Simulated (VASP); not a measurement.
The system is Au.

```
Au
1.0
    -1.61981    1.61981    1.61981
     1.61981   -1.61981    1.61981
     1.61981    1.61981   -1.61981
Au
1
Direct
  0.00000 0.00000 0.00000
```

This isn't the form of Au at room conditions, which is fcc.

- Program: VASP 6.6.1
- Task: relaxation of cell and atoms
- Functional: r2SCAN
- Potentials or basis: VASP PAW PBE potentials, release 64 (Au)
- Cutoff: 600 eV
- k mesh: 18 × 18 × 18
- Occupations: gaussian, width 0.1 eV
- Spin: no spin polarisation

At the start: pressure 6.0 GPa; volume 17.00 Å³/atom.

Task: How do energy, volume and symmetry change on relaxing?

Result: Over 17 steps the energy falls by 10.8 meV/atom and the volume is 17.61 Å³/atom (+3.6 %); space group Im-3m (No. 229, to 0.05 Å).

The path:
| step | energy change (eV) | largest force (eV/Å) | pressure (GPa) | volume (Å³) |
| --- | --- | --- | --- | --- |
| 1 | 0.0000 | 0.0000 | 5.97 | 17.00 |
| 2 | 0.0128 | 0.0000 | -7.04 | 18.61 |
| 3 | -0.0108 | 0.0000 | -0.05 | 17.61 |
| 4 | -0.0108 | 0.0000 | 0.05 | 17.60 |
| 5 | -0.0108 | 0.0000 | 0.05 | 17.60 |
| 6 | -0.0108 | 0.0000 | 0.05 | 17.60 |
| 7 | -0.0108 | 0.0000 | 0.04 | 17.60 |
| 8 | -0.0108 | 0.0000 | 0.04 | 17.60 |
| 9 | -0.0108 | 0.0000 | 0.04 | 17.60 |
| 10 | -0.0108 | 0.0000 | 0.04 | 17.60 |
| 11 | -0.0108 | 0.0000 | 0.04 | 17.60 |
| 12 | -0.0108 | 0.0000 | 0.04 | 17.60 |
| 13 | -0.0108 | 0.0000 | 0.04 | 17.60 |
| 14 | -0.0108 | 0.0000 | 0.04 | 17.60 |
| 15 | -0.0108 | 0.0000 | 0.04 | 17.60 |
| 16 | -0.0108 | 0.0000 | 0.03 | 17.60 |
| 17 | -0.0108 | 0.0000 | 0.01 | 17.61 |

Final structure:
```
Au
1.0
    -1.63889    1.63889    1.63889
     1.63889   -1.63889    1.63889
     1.63889    1.63889   -1.63889
Au
1
Direct
  0.00000 0.00000 0.00000
```

Caveat: the PAW data sets were made with another functional, which shifts forces and pressure a little.
